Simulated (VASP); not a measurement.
## TaC: relaxation of cell and atoms with PBE

The system is TaC.

```
Ta C
1.0
     0.00000    2.22300    2.22300
     2.22300    0.00000    2.22300
     2.22300    2.22300    0.00000
Ta C
1 1
Direct
  0.00000 0.00000 0.00000
  0.50000 0.50000 0.50000
```

```json
{"Program": "VASP 6.6.1", "Task": "relaxation of cell and atoms", "Functional": "PBE", "Potentials or basis": "VASP PAW PBE potentials, release 64 (Ta_pv, C)", "Cutoff": "520 eV", "k mesh": "16 × 16 × 16", "Occupations": "gaussian, width 0.1 eV", "Spin": "non-collinear spin, zero start, spin-orbit coupling", "Starting moments": "[[0.0, 0.0, 0.0], [0.0, 0.0, 0.0]] μB", "Further INCAR settings": "ALGO = Fast; EDIFF = 1e-07; IBRION = 2; EDIFFG = -0.002; NSW = 80; ISIF = 3"}
```

```json
{
  "Relaxed volume": "11.24 Å³/atom",
  "Relaxed cell": "a = 3.168 Å, b = 3.168 Å, c = 3.168 Å, α = 60.00°, β = 60.00°, γ = 60.00°",
  "Space group after relaxing (to 0.05 Å)": "Fm-3m (No. 225)",
  "Energy gained by relaxing": "6.0 meV/atom",
  "Ionic steps": "4",
  "Pressure after relaxing": "0.0 GPa",
  "Net moment": "0.00 μB per cell",
  "Valence electrons inside the program's atomic spheres": "Ta 8.93; C 2.44"
}
```

Step by step:
```tsv
step	energy change (eV)	largest force (eV/Å)	pressure (GPa)	volume (Å³)
1	0.0000	0.0000	7.76	21.97
2	0.0496	0.0000	-15.34	23.71
3	-0.0120	0.0000	-0.12	22.49
4	-0.0120	0.0000	0.02	22.48
```

Final structure:
```yaml
crystal:
  lattice:
    - [0.00000, 2.23997, 2.23997]
    - [2.23997, 0.00000, 2.23997]
    - [2.23997, 2.23997, 0.00000]
  atoms:
    - { symbol: Ta, position: [0.00000, 0.00000, 0.00000] }
    - { symbol: C, position: [0.50000, 0.50000, 0.50000] }
```

Moments on the atoms (μB; x, y, z):
```
Ta  0.00 0.00 0.00
C   0.00 0.00 0.00
```

Run time: 62 s on 4 MPI ranks on Intel(R) Xeon(R) 6975P-C (Granite Rapids) (shared host), peak memory 0.29 GiB a rank.

PBE usually gives volumes a little too large and moduli too small. Zero-point motion and thermal expansion aren't in these numbers.
